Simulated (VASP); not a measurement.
A run of VASP 6.6.1 is set up as follows.

INCAR

```
SYSTEM = TePb
PREC     = Accurate       ! precision mode
ENCUT    = 520            ! plane-wave cutoff, eV
EDIFF    = 1E-7           ! SCF threshold, eV
ISMEAR   = -1             ! smearing method
SIGMA    = 0.02           ! smearing width, eV
LREAL    = .FALSE.        ! projectors in reciprocal space
LASPH    = .TRUE.         ! aspherical terms in the spheres
NELM     = 100            ! most SCF steps
ALGO     = Fast           ! electronic algorithm
ISIF     = 2              ! what is computed and relaxed
LWAVE    = .FALSE.        ! write WAVECAR
LCHARG   = .FALSE.        ! write CHGCAR
GGA      = PE             ! functional
NBANDS   = 17             ! bands
```

Contents of KPOINTS:

```
regular mesh
0
G
  8 8 8
  0 0 0
```

File POSCAR:

```
TePb
1.0
    0.1587716267      3.3086395683      3.3086395683
    3.3086395683      0.1587716267      3.3086395683
    3.3086395683      3.3086395683      0.1587716267
Pb Te
1 1
Direct
    0.0000000000      0.0000000000      0.0000000000
    0.5000000000      0.5000000000      0.5000000000
```

Potentials or basis: VASP PAW PBE potentials, release 64 (Pb_d, Te).

Run with:

```console
$ cat potpaw_PBE.64/Pb_d/POTCAR potpaw_PBE.64/Te/POTCAR > POTCAR
$ mpirun -np 1 vasp_std > vasp.out
```

Q: What does it give for the band gap on the k mesh?

A: 0.15 eV, indirect (least direct gap 0.57 eV).

Q: Predict the pressure.

A: 2.2 GPa.

Stress tensor (GPa, compression positive):
```
 2.20 -0.75 -0.75
-0.75  2.20 -0.75
-0.75 -0.75  2.20
```

Caveat: spin-orbit coupling is left out, which as a rule narrows the gap of such compounds by several tenths of an eV. A k mesh can miss the band edges.
